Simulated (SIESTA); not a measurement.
## Ge under changes of volume

One of the cells (19.999 Å³/atom); the others are scaled copies at fixed shape and fractional positions:

```
Ge
1.0
     1.40640   -2.61774    0.00000
     1.40640    2.61774    0.00000
     0.00000    0.00000    2.71610
Ge
1
Direct
  0.50000 0.50000 0.00000
```

This isn't the form of Ge at room conditions, which is diamond.

- Program: SIESTA 5.4.2
- Functional: PBE
- Potentials or basis: PseudoDojo 0.4 standard (PBE files)
- Basis: DZP (energy shift 0.002 Ry)
- Grid cutoff: 800 Ry
- Energy shift: 0.002 Ry
- k mesh: 11 × 11 × 10
- Occupations: fermi-dirac, width 0.05 eV
- Spin: no spin polarisation

| volume (Å³/atom) | energy over the lowest point (meV/atom) | pressure (GPa) |
| --- | --- | --- |
| 18.431 | 39.84 | 7.3 |
| 18.823 | 24.41 | 5.4 |
| 19.215 | 13.05 | 4.0 |
| 19.999 | 1.46 | 1.0 |
| 20.391 | 0.00 | 0.1 |
| 20.783 | ? | ? |

Task: What does the run at 20.783 Å³/atom give?

Result: Energy over the lowest point 1.48 meV/atom; pressure -1.2 GPa.

Worked out: A Birch-Murnaghan fit of order 3 (a polynomial in V^(-2/3)) to the other rows has its minimum at 20.41 Å³/atom, just outside them, with B0 = V·E''(V) = 52 GPa and B' = 6.5 at fixed shape and positions, which overstates the stiffness. It gives 1.06 meV/atom at 20.783 Å³/atom, against the run's 1.48, and -dE/dV = -0.9 GPa, against -1.2.

Energies are extrapolated to zero smearing.

Caveats: semicore shells carry a single zeta, which can move pressures by several GPa and volumes by a few percent; the basis of atomic orbitals isn't converged, which shifts pressures, moduli and gaps.
